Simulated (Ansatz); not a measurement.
Reaction (hydrogenolysis of a C–C bond): `FC(F)(F)OC(F)(F)C(F)(F)F` + H₂ → `FC(F)OC(F)(F)F` + `FC(F)F`

Isolated molecules relaxed with PBE0-D4/def2-TZVP in Ansatz; ΔE leaves out vibrations. CCSD(T)/CBS is the MP2 limit (def2-TZVPP, def2-QZVPP) plus CCSD(T) − MP2 in def2-TZVPP, frozen cores. This one scheme is used for every species. DFT in def2-TZVPP. B3LYP here is the variant with VWN-RPA as its local correlation; programs differ in this. HSE06 is defined as in plane-wave codes. Each species was taken in one conformer, which may not be the lowest.

| level | ΔE (kJ/mol) |
| --- | --- |
| PBE-D4 | -85.5 |
| BLYP-D4 | -87.4 |
| B3LYP-D4 | -91.2 |
| r2SCAN0-D4 | -83.8 |
| BHLYP-D4 | -95.8 |
| B3LYP | -106.3 |
| HSE06 | -98.1 |
| HF/def2-TZVPP | -118.5 |

(1) What does CCSD(T)/CBS give? (An estimate is asked.)

Largest T1 diagnostic among the species: 0.012.

## Answers

(1) The calculation gave: -89.0 kJ/mol. The listed levels differ from it by 3.5, 1.6, -2.2, 5.2, -6.8, -17.3, -9.1, -29.5 kJ/mol.

From r2SCAN to r2SCAN0 (25 % exact exchange), in def2-TZVPP and without D4, ΔE moves by −7.4 kJ/mol. Leaving LDA and LC-ωPBE aside and taking each functional with its dispersion term where it has one, the values, not all of them listed here, spread over 23.3 kJ/mol, from B2PLYP to r2SCAN-D4. LDA lies +25.3 kJ/mol from PBE without D4.

CCSD(T)/CBS has its own doubt, a few kJ/mol and more with outer-core shells, so smaller differences from it don't rank the levels.
